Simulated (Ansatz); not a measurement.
**ZrSi3: what a guessed cell relaxes into**

Aim: relax a trial structure of ZrSi3 and see where it ends.

Method: DFT PBE, scalar-relativistic, plane waves, PAW, in Ansatz 0.2.0.

### Step 1. The starting structure

It takes space group Im-3m (No. 229, cubic). Conventional cell: a = 5.118 Å, b = 5.118 Å, c = 5.118 Å, α = 90.00°, β = 90.00°, γ = 90.00°. Around Zr (site symmetry m-3m) lie 6 Si at 2.56 Å. Around Si (site symmetry 4/mmm) lie 2 Zr at 2.56 Å and 4 Si at 2.56 Å.

Coordinates:

```cif
data_structure
_symmetry_space_group_name_H-M 'Im-3m'
_symmetry_Int_Tables_number 229
_cell_length_a 5.1179
_cell_length_b 5.1179
_cell_length_c 5.1179
_cell_angle_alpha 90.000
_cell_angle_beta 90.000
_cell_angle_gamma 90.000
_cell_volume 134.05
loop_
_atom_site_label
_atom_site_type_symbol
_atom_site_symmetry_multiplicity
_atom_site_Wyckoff_symbol
_atom_site_fract_x
_atom_site_fract_y
_atom_site_fract_z
_atom_site_occupancy
Zr1 Zr 2 a 0.00000 0.00000 0.00000 1
Si1 Si 6 b 0.50000 0.00000 0.00000 1
```

The cell is invented: random cell by space group and Wyckoff sites (Im-3m, No. 229). The dimensions are guesses.

### Step 2. Probe: one point on a coarse mesh

input.yaml reads:

```yaml
crystal:
  lattice:
    - [-2.55895433, 2.55895433, 2.55895433]
    - [2.55895433, -2.55895433, 2.55895433]
    - [2.55895433, 2.55895433, -2.55895433]
  atoms:
    - { symbol: Zr, position: [0.0, 0.0, 0.0] }
    - { symbol: Si, position: [0.0, 0.5, 0.5] }
    - { symbol: Si, position: [0.5, 0.0, 0.5] }
    - { symbol: Si, position: [0.5, 0.5, 0.0] }
basis:
  ecutwfc: 420
kpoints:
  mp_grid: { grid: [6, 6, 6] }
hamiltonian:
  xc: pbe
scf:
  occupations: { method: gaussian, width: 0.1 }
  lower_state_search: "off"
output:
  forces: true
  stress: true
  eigenvalues: true
```

Started as:

```sh
$ ansatz run input.yaml --threads 1 --pin off --max-ram 2048MiB --backend cpu --events-out ev --progress --plain --runs-dir out
```

Standard output, cut to the lines that bear on the results:

```text
[...]
SCF converged after 6 iterations
Free energy (F): -6089.394709 eV
[...]
E sigma→0 (E₀):  -6089.388321 eV
Entropy (-TS):   -0.012776 eV (-3.194 meV/atom)
Fermi energy:    11.368688 eV
[...]
--- Forces (eV/Å), atoms counted from 1 ---
  atom   1  Zr    -0.00000000     0.00000000     0.00000000
  atom   2  Si    -0.00000000     0.00000000     0.00000000
  atom   3  Si    -0.00000000     0.00000000    -0.00000000
  atom   4  Si    -0.00000000     0.00000000     0.00000000
[...]
--- Stress (GPa, compression-positive) ---
       17.725915       0.000000      -0.000000
        0.000000      17.725915       0.000000
        0.000000      -0.000000      17.725915
  P = ⅓ Tr σ = 17.7259 GPa (177.259 kbar)
--- Band table (eV; the first three rows and the last of 16) ---
  k-point 0: bands = ["-37.2894", "-15.4693", "-15.4693", "-15.4693", "-0.7005", "6.5955", "6.5955", "8.2932", "8.2932", "8.2932", "10.0255", "10.0255", "10.0255", "11.9548", "11.9548", "11.9548"]
[...]
```

Run time: 1.4 s. Hardware: 1 thread of Arm Neoverse V1, shared host; peak memory 0.31 GiB.

The probe gives pressure 17.7 GPa, largest force 0.00 eV/Å, gap on this mesh none (metal). A cheap, loose relaxation comes first.

### Step 3. A loose first relaxation

Edit input.yaml of step 2 so:

```diff
@@ -23 +23,6 @@
   eigenvalues: true
+relax:
+  adjacent_minimum: "off"
+  f_tol: 0.04
+  max_steps: 70
+  cell: { stress_tol: 0.4 }
```

Started as:

```sh
$ ansatz run input.yaml --threads 1 --pin off --max-ram 2048MiB --backend cpu --events-out ev --progress --plain --runs-dir out
```

Standard output:

```text
Warning: RAYON_NUM_THREADS=1 ignored (pool sized by the plan → 1); use --threads N
Engine: ansatz 0.2.0, aarch64-unknown-linux-gnu
Pseudopotentials: kind: paw
Pseudopotential: Zr, paw, valence charge 12, recommended cutoff 420 eV (normal), Zr.paw.azcp
Pseudopotential: Si, paw, valence charge 4, recommended cutoff 420 eV (normal), Si.paw.azcp
Functional definition: PBE
  parameter kappa = 0.804
  parameter beta = 0.06672455060314922
  exchange = pbe_x(kappa = kappa, mu = beta*pi^2/3)
  correlation = pbe_c(beta = beta)
Crystal: 4 atoms, lattice volume = 67.027 Å³
Basis set: ecut = 420 eV, 1289 PW (Γ), exchange–correlation on 60×60×60 points (8 copies of the dense FFT grid, shifted against one another)
Bands: 16, of which v1, the nominal top of the filled ones, is band 12 counted from 1 (11 counted from 0)
Symmetry: 48 space group operations
Space group: Im-3m (ITA 229), of the structure as read, at distance tolerance 4.1e-5 Å
k-points: 16 of 216
Non-local potential: Zr, projectors of the file, l = 0: 3, l = 1: 2, l = 2: 2, l = 3: 2
Non-local potential: Si, projectors of the file, l = 0: 2, l = 1: 2, l = 2: 2
PAW form: soft (Blöchl's): semilocal exchange-correlation on the pseudo side does not see the compensation charge
PAW one-centre angular grid: Zr, 590 points (default); XC on 64 Gauss nodes
PAW one-centre angular grid: Si, 110 points (default); XC on 64 Gauss nodes
Initial density: superposition of atomic densities (neutral atoms: chi_scale 0, normalization atom), corrected by the library's trained network
Initial wavefunctions: pseudopotential atomic-orbital guess
Functional: x = pbe(κ = 0.804, μ = 0.2195149727645171), c = pbe(β = 0.06672455060314922)
SCF iter   1: F=—  HF=-6089.402522 eV  |F-HF|=—  |Δ(HF+E_count)|=         —  Δρ=5.55e-3  dr2=4.07e-2  ethr=1.77e-3  ⟨swp⟩=5.4  Hψ=1447  notcnv=0
preconditioner: auto → Kerker (q_TF=auto, 2.299 Å⁻¹)  [metal: Δε(μ)=0.088 eV  Ē_g=6.012 eV  σ=0.100 eV  W_gap=0.45  n_scr=12 (ndim 8)  ℏωp=18.1 eV  f_vac=0.000  D(μ)=2.69/eV (n_scr^D=18)]
SCF iter   2: F=—  HF=-6089.395929 eV  |F-HF|=—  |Δ(HF+E_count)|=   6.59e-3  Δρ=2.70e-3  dr2=6.62e-3  ethr=1.70e-4  ⟨swp⟩=1.0  Hψ=384  notcnv=0
SCF iter   3: F=—  HF=-6089.394784 eV  |F-HF|=—  |Δ(HF+E_count)|=   1.14e-3  Δρ=6.20e-4  dr2=2.08e-4  ethr=2.76e-5  ⟨swp⟩=2.3  Hψ=352  notcnv=0
SCF iter   4: F=—  HF=-6089.394747 eV  |F-HF|=—  |Δ(HF+E_count)|=   3.64e-5  Δρ=8.22e-5  dr2=3.37e-6  ethr=8.66e-7  ⟨swp⟩=2.8  Hψ=475  notcnv=0
SCF iter   5: F=—  HF=-6089.394709 eV  |F-HF|=—  |Δ(HF+E_count)|=   3.81e-5  Δρ=1.27e-5  dr2=8.35e-8  ethr=1.40e-8  ⟨swp⟩=2.0  Hψ=417  notcnv=0
SCF iter   6: F=-6089.394709 eV  HF=-6089.394709 eV  |F-HF|=5.28e-10  |Δ(HF+E_count)|=   3.13e-8  Δρ=3.62e-6  dr2=9.23e-9  ethr=3.48e-10  ⟨swp⟩=3.2  Hψ=1059  notcnv=0
SCF 1 converged in 6 iterations: F = -6089.394709 eV  dr2 = 9.23e-9
relax step   1: F+E_penalty+E_count = -6089.39470932 eV  Δ(F+E_penalty+E_count) = +0.000e0 eV  max|allowed force component| = 1.814e-30 eV/Å  Δτ_max = 0.0000 Å  P = +17.726 GPa  Ω = 67.027 Å³  (6 SCF iters, dr2 threshold 1.00e-7 eV, accepted)
Crystal: 4 atoms, lattice volume = 77.315 Å³
Basis set: ecut = 420 eV, 1505 PW (Γ), exchange–correlation on 60×60×60 points (8 copies of the dense FFT grid, shifted against one another)
Initial density: handed on by an earlier stage of this run
Initial wavefunctions: those handed on with the density
iter 1 solved again at ethr=3.89e-4 eV; its pass at ethr=3.10e-3 eV (dr2=9.33e-2 eV) is discarded
SCF iter   1: F=—  HF=-6089.973963 eV  |F-HF|=—  |Δ(HF+E_count)|=         —  Δρ=6.92e-3  dr2=9.34e-2  ethr=3.89e-4  ⟨swp⟩=1.0  Hψ=1609  notcnv=0
preconditioner: auto → none  [insulator: Δε(μ)=0.171 eV  Ē_g=5.545 eV  σ=0.100 eV  W_gap=0.52  n_scr=12 (ndim 8)  ℏωp=16.9 eV  f_vac=0.000  D(μ)=2.89/eV (n_scr^D=18)  ε∞_Penn≈10.3]
SCF iter   2: F=—  HF=-6089.952275 eV  |F-HF|=—  |Δ(HF+E_count)|=   2.17e-2  Δρ=1.92e-3  dr2=2.03e-3  ethr=3.89e-4  ⟨swp⟩=2.2  Hψ=392  notcnv=0
SCF iter   3: F=—  HF=-6089.951947 eV  |F-HF|=—  |Δ(HF+E_count)|=   3.28e-4  Δρ=7.55e-4  dr2=2.69e-4  ethr=8.47e-6  ⟨swp⟩=2.2  Hψ=374  notcnv=0
SCF iter   4: F=—  HF=-6089.951908 eV  |F-HF|=—  |Δ(HF+E_count)|=   3.86e-5  Δρ=5.70e-5  dr2=2.92e-6  ethr=1.12e-6  ⟨swp⟩=2.2  Hψ=434  notcnv=0
iter 5 did not close the SCF: its close was put off for the readings that it lacked (scf_convergence_deferred on its scf_iter line)
SCF iter   5: F=-6089.951908 eV  HF=-6089.951908 eV  |F-HF|=6.40e-8  |Δ(HF+E_count)|=   2.40e-7  Δρ=1.36e-5  dr2=6.51e-8  ethr=1.22e-8  ⟨swp⟩=2.7  Hψ=415  notcnv=0
SCF iter   6: F=-6089.951908 eV  HF=-6089.951908 eV  |F-HF|=6.08e-9  |Δ(HF+E_count)|=   7.24e-8  Δρ=2.11e-6  dr2=8.12e-9  ethr=2.71e-10  ⟨swp⟩=2.4  Hψ=925  notcnv=0
SCF 2 converged in 6 iterations: F = -6089.951908 eV  dr2 = 8.12e-9
relax step   2: F+E_penalty+E_count = -6089.95190819 eV  Δ(F+E_penalty+E_count) = -5.572e-1 eV  max|allowed force component| = 1.395e-29 eV/Å  Δτ_max = 0.0000 Å  P = +1.324 GPa  Ω = 77.315 Å³  energy of the carried Pulay correction = -1.524e-3 eV  (6 SCF iters, dr2 threshold 4.00e-7 eV, accepted)
Crystal: 4 atoms, lattice volume = 78.284 Å³
iter 1 solved again at ethr=2.38e-6 eV; its pass at ethr=3.10e-3 eV (dr2=5.72e-4 eV) is discarded
SCF iter   1: F=—  HF=-6089.956504 eV  |F-HF|=—  |Δ(HF+E_count)|=         —  Δρ=5.53e-4  dr2=5.78e-4  ethr=2.38e-6  ⟨swp⟩=2.0  Hψ=1552  notcnv=0
preconditioner: auto → none  [insulator: Δε(μ)=0.148 eV  Ē_g=5.439 eV  σ=0.100 eV  W_gap=0.58  n_scr=12 (ndim 8)  ℏωp=16.8 eV  f_vac=0.000  D(μ)=3.09/eV (n_scr^D=18)  ε∞_Penn≈10.5]
SCF iter   2: F=—  HF=-6089.956377 eV  |F-HF|=—  |Δ(HF+E_count)|=   1.26e-4  Δρ=1.56e-4  dr2=1.51e-5  ethr=2.38e-6  ⟨swp⟩=2.1  Hψ=343  notcnv=0
SCF iter   3: F=—  HF=-6089.956346 eV  |F-HF|=—  |Δ(HF+E_count)|=   3.10e-5  Δρ=5.79e-5  dr2=1.70e-6  ethr=6.29e-8  ⟨swp⟩=2.1  Hψ=359  notcnv=0
iter 4 did not close the SCF: its close was put off for the readings that it lacked (scf_convergence_deferred on its scf_iter line)
SCF iter   4: F=-6089.956347 eV  HF=-6089.956347 eV  |F-HF|=5.97e-10  |Δ(HF+E_count)|=   2.02e-7  Δρ=4.31e-6  dr2=1.07e-8  ethr=7.06e-9  ⟨swp⟩=2.2  Hψ=386  notcnv=0
iter 5 did not close the SCF: its close was put off for the readings that it lacked (scf_convergence_deferred on its scf_iter line)
SCF iter   5: F=-6089.956347 eV  HF=-6089.956347 eV  |F-HF|=3.02e-10  |Δ(HF+E_count)|=   2.88e-9  Δρ=1.04e-6  dr2=4.17e-10  ethr=4.44e-11  ⟨swp⟩=2.1  Hψ=434  notcnv=0
SCF iter   6: F=-6089.956347 eV  HF=-6089.956347 eV  |F-HF|=1.82e-12  |Δ(HF+E_count)|=  3.54e-10  Δρ=7.13e-8  dr2=3.20e-12  ethr=1.74e-12  ⟨swp⟩=1.1  Hψ=755  notcnv=0
SCF 3 converged in 6 iterations: F = -6089.956347 eV  dr2 = 3.20e-12
relax step   3: F+E_penalty+E_count = -6089.95634666 eV  Δ(F+E_penalty+E_count) = -4.438e-3 eV  max|allowed force component| = 2.105e-30 eV/Å  Δτ_max = 0.0000 Å  P = +0.197 GPa  Ω = 78.284 Å³  energy of the carried Pulay correction = -1.656e-3 eV  (6 SCF iters, dr2 threshold 4.00e-7 eV, accepted)
Basis set: ecut = 420 eV, 1505 PW (Γ), exchange–correlation on 64×64×64 points (8 copies of the dense FFT grid, shifted against one another)
Initial wavefunctions: pseudopotential atomic-orbital guess (no wavefunctions were taken with the density)
iter 1 solved again at ethr=1.20e-8 eV; its pass at ethr=3.10e-3 eV (dr2=2.88e-6 eV) is discarded
SCF iter   1: F=—  HF=-6089.959570 eV  |F-HF|=—  |Δ(HF+E_count)|=         —  Δρ=1.54e-4  dr2=2.07e-6  ethr=1.20e-8  ⟨swp⟩=3.2  Hψ=2259  notcnv=0
preconditioner: auto → none  [insulator: Δε(μ)=0.142 eV  Ē_g=5.434 eV  σ=0.100 eV  W_gap=0.56  n_scr=12 (ndim 8)  ℏωp=16.8 eV  f_vac=0.000  D(μ)=3.11/eV (n_scr^D=18)  ε∞_Penn≈10.5]
SCF iter   2: F=—  HF=-6089.959551 eV  |F-HF|=—  |Δ(HF+E_count)|=   1.98e-5  Δρ=7.71e-5  dr2=4.50e-7  ethr=8.62e-9  ⟨swp⟩=2.1  Hψ=449  notcnv=0
SCF iter   3: F=—  HF=-6089.959556 eV  |F-HF|=—  |Δ(HF+E_count)|=   5.59e-6  Δρ=6.71e-6  dr2=1.46e-8  ethr=1.87e-9  ⟨swp⟩=2.4  Hψ=408  notcnv=0
iter 4 did not close the SCF: its close was put off for the readings that it lacked (scf_convergence_deferred on its scf_iter line)
SCF iter   4: F=-6089.959556 eV  HF=-6089.959556 eV  |F-HF|=5.58e-10  |Δ(HF+E_count)|=   3.68e-8  Δρ=1.03e-6  dr2=1.95e-10  ethr=6.08e-11  ⟨swp⟩=2.1  Hψ=383  notcnv=0
iter 5 did not close the SCF: its close was put off for the readings that it lacked (scf_convergence_deferred on its scf_iter line)
SCF iter   5: F=-6089.959556 eV  HF=-6089.959556 eV  |F-HF|=5.46e-12  |Δ(HF+E_count)|=  6.16e-10  Δρ=1.49e-7  dr2=6.25e-12  ethr=1.00e-12  ⟨swp⟩=2.0  Hψ=417  notcnv=0
SCF iter   6: F=-6089.959556 eV  HF=-6089.959556 eV  |F-HF|=0.00e0  |Δ(HF+E_count)|=  5.46e-12  Δρ=1.61e-8  dr2=9.87e-14  ethr=1.00e-12  ⟨swp⟩=1.9  Hψ=591  notcnv=0
SCF 4 converged in 6 iterations: F = -6089.959556 eV  dr2 = 9.87e-14
relax step   4: F+E_penalty+E_count = -6089.95955626 eV  Δ(F+E_penalty+E_count) = -3.210e-3 eV  max|allowed force component| = 1.605e-30 eV/Å  Δτ_max = 0.0000 Å  P = +0.247 GPa  Ω = 78.284 Å³  stress off target by 2.47e-1 GPa  SCF on the basis re-selected at this cell (its energy is not comparable with the rows above)  (6 SCF iters)
basis re-selected at this cell: Δ(F+E_penalty+E_count) = -3.210e-3 eV, ΔP = +0.051 GPa vs the last step (what re-selecting the basis moved, of the pressure what is left beyond the Pulay correction that the steps carried, after the strain that the cell walked since its last selection, with what the two solves' SCF thresholds leave and, on support functions, any second-order correction that the steps lacked; it is no measure of the basis error at this ecutwfc). The dense FFT grid was sized anew with the basis: this SCF ran on 32×32×32 points, the steps before it on 30×30×30, so part of this shift can come from that change (see relax.cell in the input reference). This SCF's stress stands 2.47e-1 GPa from its target on what of the cell is left free (relax.cell.stress_tol is 4.00e-1 GPa) and its largest allowed force component is 1.61e-30 eV/Å (relax.f_tol is 4.00e-2 eV/Å): within both
SCF converged after 6 iterations
Free energy (F): -6089.959556 eV
Harris-Foulkes:  -6089.959556 eV  (|F-HF|=0.00e0)
Internal energy: -6089.943995 eV  (E = F + TS)
E sigma→0 (E₀):  -6089.951776 eV
Entropy (-TS):   -0.015561 eV (-3.890 meV/atom)
Fermi energy:    9.234528 eV
--- Per-component energies (eV) ---
  E_band       = -105.101405
  E_kinetic    = 449.596014
  E_local      = -901.188575  (includes V_loc(G=0)·N_el)
  E_nonlocal   = 157.869512
  E_hartree    = 302.461684
  E_xc         = -326.588292
  E_vxc        = -330.123439  (∫ρ·V_xc dr)
  E_paw        = -4490.680712  (= ΣΔE_a)
  E_vpaw       = -86.178321  (= ΣTr[D̂ρ^β])
  E_aug_tail   = 0.000042  (compensation charges beyond the density's cutoff)
  E_ewald      = -1281.413669
  E_smearing   = -0.015561  (= −TS)
  E_closure    = 0.000000  (closes the sum)
  Σ components = -6089.959556   (vs F -6089.959556, Δ=0.00e0)
--- Forces (eV/Å), atoms counted from 1 ---
  atom   1  Zr    -0.00000000     0.00000000     0.00000000
  atom   2  Si     0.00000000    -0.00000000     0.00000000
  atom   3  Si     0.00000000     0.00000000     0.00000000
  atom   4  Si     0.00000000    -0.00000000     0.00000000
  max |Σ_I F_I| component: 9.20e-31 eV/Å
--- Stress (GPa, compression-positive) ---
        0.247381      -0.000000       0.000000
       -0.000000       0.247381      -0.000000
       -0.000000      -0.000000       0.247381
  P = ⅓ Tr σ = 0.2474 GPa (2.474 kbar)
--- Band table (eV; the first three rows and the last of 16) ---
  k-point 0: bands = ["-39.8537", "-17.9189", "-17.9189", "-17.9189", "-1.7777", "4.4671", "4.4671", "6.6671", "6.6671", "6.6671", "8.4792", "8.4792", "8.4792", "9.5710", "9.5710", "9.5710"]
  k-point 1: bands = ["-39.8536", "-17.9240", "-17.9203", "-17.9195", "-1.4991", "3.5137", "4.2825", "6.1014", "6.9571", "7.3389", "8.3756", "8.4585", "8.5928", "9.4147", "9.7743", "9.8834"]
  k-point 2: bands = ["-39.8532", "-17.9341", "-17.9231", "-17.9206", "-0.7095", "2.0017", "4.0937", "5.4723", "6.5056", "7.4708", "8.2813", "8.5399", "8.9053", "10.3842", "10.9704", "11.5174"]
  k-point 15: bands = ["-39.8528", "-17.9308", "-17.9308", "-17.9308", "0.7589", "0.7589", "4.7212", "4.7212", "4.7212", "5.2501", "10.1469", "10.1469", "10.1469", "11.2347", "11.2347", "11.2347"]
--- Relaxed structure (3 steps of the walk, 3 accepted, 1 SCFs on fresh bases) ---
  F+E_penalty+E_count = -6089.95955626 eV   max|allowed force component| = 1.605e-30 eV/Å   (the final SCF, on the basis selected at the relaxed cell)
  cell:  # Å, volume = 78.2844 Å³
    - [-2.694873489504011, 2.694873489504011, 2.694873489504011]
    - [2.694873489504011, -2.694873489504011, 2.694873489504011]
    - [2.694873489504011, 2.694873489504011, -2.694873489504011]
  atoms:
    - { symbol: Zr, position: [9.407797561143863e-36, -5.05669118910351e-35, -2.2343519207608847e-35] }
    - { symbol: Si, position: [3.756253561193462e-35, 0.5, 0.5] }
    - { symbol: Si, position: [0.5, -2.8136978033193845e-35, 0.5] }
    - { symbol: Si, position: [0.5, 0.5, 1.9583838010926455e-34] }
```

It took 6.1 s on 1 thread of Arm Neoverse V1, shared host; peak memory 0.34 GiB.

The steps of the relaxation:

```
step  energy from step 1 (eV/cell)  largest force component (eV/Å)  pressure (GPa)  volume (Å³)
   1                        0.0000                          0.0000           17.73        67.03
   2                       -0.5572                          0.0000            1.32        77.31
   3                       -0.5616                          0.0000            0.20        78.28
   4                       -0.5648                          0.0000            0.25        78.28
```

Step 1 is the start. Step 4 repeats the geometry before it on a plane-wave basis chosen anew for that cell, so its energy need not be comparable with the rows above.

Lengths and angles in the start's conventional setting:

|  | before | after | change |
| --- | --- | --- | --- |
| a (Å) | 5.118 | 5.390 | +5.3 % |
| b (Å) | 5.118 | 5.390 | +5.3 % |
| c (Å) | 5.118 | 5.390 | +5.3 % |
| volume (Å³/atom) | 16.76 | 19.57 | +16.8 % |
| shortest distance (Å) | 2.559 | 2.695 | +5.3 % |
| space group (0.01 Å) | Im-3m | Im-3m | same |

Forces and stress were held to the start's 48 operations: a distortion of lower symmetry was not tested.

### Step 4. Spin check on a coarse mesh

input.yaml reads:

```yaml
crystal:
  lattice:
    - [-2.6948734895, 2.6948734895, 2.6948734895]
    - [2.6948734895, -2.6948734895, 2.6948734895]
    - [2.6948734895, 2.6948734895, -2.6948734895]
  atoms:
    - { symbol: Zr, position: [0.0, 0.0, 0.0], spin: 1.0 }
    - { symbol: Si, position: [0.0, 0.5, 0.5] }
    - { symbol: Si, position: [0.5, 0.0, 0.5] }
    - { symbol: Si, position: [0.5, 0.5, 0.0] }
basis:
  ecutwfc: 420
kpoints:
  mp_grid: { grid: [4, 4, 4] }
hamiltonian:
  xc: pbe
scf:
  occupations: { method: gaussian, width: 0.1 }
  lower_state_search: "off"
output:
  forces: true
  stress: true
  eigenvalues: true
  populations: true
magnetization:
  spin_polarized: true
```

Started as:

```sh
$ ansatz run input.yaml --threads 1 --pin off --max-ram 2048MiB --backend cpu --events-out ev --progress --plain --runs-dir out
```

Standard output, cut to the lines that bear on the results:

```text
[...]
SCF converged after 14 iterations
Magnetization: -0.0000 μB (12.0000 up, 12.0000 down)
Absolute magnetization: 0.0000 μB (∫|ρ↑−ρ↓|, with the PAW one-centre terms)
Spin contamination: 0.0000 ħ² per cell (⟨S²⟩ above its minimum at these occupations)
Per-site moments (μB) at R_I (Å): [(-1.6463851237885599e-6, 1.11163531441875), (8.717849523056032e-7, 1.11163531441875), (8.717849523096453e-7, 1.11163531441875), (8.717849522750037e-7, 1.11163531441875)]
Free energy (F): -6090.111759 eV
[...]
E sigma→0 (E₀):  -6090.105575 eV
Entropy (-TS):   -0.012368 eV (-3.092 meV/atom)
Fermi energy:    9.405401 eV
[...]
--- Forces (eV/Å), atoms counted from 1 ---
  atom   1  Zr    -0.00000000     0.00000000     0.00000000
  atom   2  Si     0.00000000    -0.00000000     0.00000000
  atom   3  Si     0.00000000     0.00000000    -0.00000000
  atom   4  Si     0.00000000     0.00000000    -0.00000000
[...]
--- Stress (GPa, compression-positive) ---
       -1.052379      -0.000000       0.000000
       -0.000000      -1.052379      -0.000000
        0.000000       0.000000      -1.052379
  P = ⅓ Tr σ = -1.0524 GPa (-10.524 kbar)
--- Band table (eV; the first three rows and the last of 16) ---
  k-point 0 ↑: bands = ["-39.7140", "-17.7870", "-17.7870", "-17.7870", "-1.8126", "4.4404", "4.4404", "6.6195", "6.6195", "6.6195", "8.5221", "8.5221", "8.5221", "9.5600", "9.5600", "9.5600", "11.7354"]
[...]
--- Löwdin populations: 4 sites ---
  site symbol       q [e]    m [muB]
     0     Zr     11.5011    -0.0000
     1     Si      4.0919     0.0000
     2     Si      4.0919     0.0000
     3     Si      4.0919     0.0000
  spilling = 0.009307 (of n_electrons = 24.000000)
```

Run time: 3.4 s. Hardware: 1 thread of Arm Neoverse V1, shared host; peak memory 0.31 GiB.

Site by site:

```
atom  Löwdin electrons
 Zr1             11.50
 Si2              4.09
 Si3              4.09
 Si4              4.09
```

The Löwdin counts miss 0.22 of the 24 electrons, which the atomic orbitals do not span, so they are no charges.

The same cell is solved with trial moments on Zr. The largest site moment that stays is 0.00 μB and the cell's total 0.00 μB. The workflow keeps spin only above 0.25 μB on a site, so the next run goes without spin.

(Part 1 of 2 ends here.)
